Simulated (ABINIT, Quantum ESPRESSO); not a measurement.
This is a calculation of CO2 for Quantum ESPRESSO 7.5. The cell comes from a database or a generator and needn't be the stable form of this composition.

The input pw.in:

```
&CONTROL
  calculation = 'scf'
  prefix = 'pwscf'
  outdir = './tmp'
  pseudo_dir = './pseudo'
  tprnfor = .true.
  tstress = .true.
  disk_io = 'low'
/
&SYSTEM
  ibrav = 0
  celldm(1) = 8
  nat = 6
  ntyp = 2
  ecutwfc = 45
  ecutrho = 360
  nbnd = 24
  occupations = 'smearing'
  smearing = 'fd'
  degauss = 0.00367493
/
&ELECTRONS
  conv_thr = 1.2d-09
  electron_maxstep = 120
  mixing_beta = 0.5
/
ATOMIC_SPECIES
O     15.9990 o_pbesol_v1.2.uspp.F.UPF
C     12.0110 c_pbesol_v1.2.uspp.F.UPF
CELL_PARAMETERS alat
 -0.4664616501130   0.4664616501130   0.7119680179672
  0.4664616501130  -0.4664616501130   0.7119680179672
  0.4664616501130   0.4664616501130  -0.7119680179672
ATOMIC_POSITIONS crystal
O      0.8750000000    0.9597980000    0.5847980000
O      0.3750000000    0.2902020000    0.4152020000
O      0.0402020000    0.6250000000    0.9152020000
O      0.7097980000    0.1250000000    0.0847980000
C      0.0000000000    0.0000000000    0.0000000000
C      0.7500000000    0.2500000000    0.5000000000
K_POINTS automatic
9 9 9 0 0 0
```

Contents of pp_density.in:

```
&INPUTPP
  prefix = 'pwscf'
  outdir = './tmp'
  filplot = 'density.dat'
  plot_num = 0
/
&PLOT
  nfile = 1
  filepp(1) = 'density.dat'
  iflag = 3
  output_format = 6
  fileout = 'density.cube'
/
```

pp_potential.in

```
&INPUTPP
  prefix = 'pwscf'
  outdir = './tmp'
  filplot = 'potential.dat'
  plot_num = 11
/
&PLOT
  nfile = 1
  filepp(1) = 'potential.dat'
  iflag = 3
  output_format = 6
  fileout = 'potential.cube'
/
```

Potentials or basis: GBRV 1.5 PBEsol.

Command:

```sh
$ OMP_NUM_THREADS=1 mpirun -n 2 pw.x -nk 2 -in pw.in > pw.out
$ OMP_NUM_THREADS=1 mpirun -n 1 pp.x -in pp_density.in > pp_density.out
$ OMP_NUM_THREADS=1 mpirun -n 1 pp.x -in pp_potential.in > pp_potential.out
```

Set up the same calculation for ABINIT 10.8.3 (patched build). Potentials or basis there: PseudoDojo NC SR PBEsol v0.4.1 standard, cutoff 1143 eV.

As run (cutoffs and basis follow the program's own potentials, and thresholds, step limits or extra output files can differ):

run.abi

```
pp_dirpath "./"
pseudos "O.upf, C.upf"

acell 3*1.0
rprim
    -3.7316932009     3.7316932009     5.6957441437
     3.7316932009    -3.7316932009     5.6957441437
     3.7316932009     3.7316932009    -5.6957441437
ntypat 2
znucl 8 6
natom 6
typat 1 1 1 1 2 2
xred
     0.8750000000     0.9597980000     0.5847980000
     0.3750000000     0.2902020000     0.4152020000
     0.0402020000     0.6250000000     0.9152020000
     0.7097980000     0.1250000000     0.0847980000
     0.0000000000     0.0000000000     0.0000000000
     0.7500000000     0.2500000000     0.5000000000

ecut 42.0

kptopt 1
ngkpt 9 9 9
nshiftk 1
shiftk 0.0 0.0 0.0

ixc -116133

nband 20
occopt 3
tsmear 0.00183747

nstep 100
tolvrs 1.0e-10

iomode 3
prtwf 0
prtden 0
prteig 0
prtebands 0
enunit 2
```

Potentials or basis: PseudoDojo NC SR PBEsol v0.4.1 standard.

The run is started by

```sh
$ mpirun --bind-to none -np 4 abinit run.abi > log 2>&1
```

Both were run:

|  | Quantum ESPRESSO | ABINIT |
| --- | --- | --- |
| Pressure | -5.5 GPa | -6.7 GPa |

Pressure is positive in compression.
